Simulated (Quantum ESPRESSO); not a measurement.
## MnS under changes of volume

One of the cells (17.667 Å³/atom); the others are scaled copies at fixed shape and fractional positions:

```
Mn S
1.0
     0.00000    2.60450    2.60450
     2.60450    0.00000    2.60450
     2.60450    2.60450    0.00000
Mn S
1 1
Direct
  0.00000 0.00000 0.00000
  0.50000 0.50000 0.50000
```

| Property | Result |
| --- | --- |
| Program | Quantum ESPRESSO 7.5 |
| Functional | LDA |
| Potentials or basis | GBRV 1.5 LDA |
| Cutoff | 612 eV |
| Density cutoff | 4898 eV |
| k mesh | 9 × 9 × 9 |
| Occupations | fermi-dirac, width 0.05 eV |
| Spin | collinear spin, ferromagnetic start |
| Starting moments | [4.0, 0.0] μB |

```csv
volume (Å³/atom),energy over the lowest point (meV/atom),pressure (GPa),moment (μB per cell)
16.607,0.00,-10.2,4.34
16.961,22.42,-10.8,4.43
17.314,46.26,-11.3,4.50
17.667,71.10,-11.7,4.57
18.021,96.95,-12.3,4.63
18.374,124.01,-12.8,4.68
18.727,?,?,?
```

What does the run at 18.727 Å³/atom give?

Energy over the lowest point 152.35 meV/atom; pressure -13.3 GPa; moment 4.72 μB per cell.

Worked out: A Birch-Murnaghan fit of order 3 (a polynomial in V^(-2/3)) to the other rows has no minimum within the range. It gives 151.85 meV/atom at 18.727 Å³/atom, against the run's 152.35, and -dE/dV = -12.9 GPa, against -13.3. A parabola through the other rows of the moment, of slope 0.107 μB per Å³/atom there, extrapolates to 4.72 μB, against the run's 4.72.

Energies are extrapolated to zero smearing.

Caveats: a cell with one magnetic atom can't hold antiferromagnetic order, which such compounds often take.
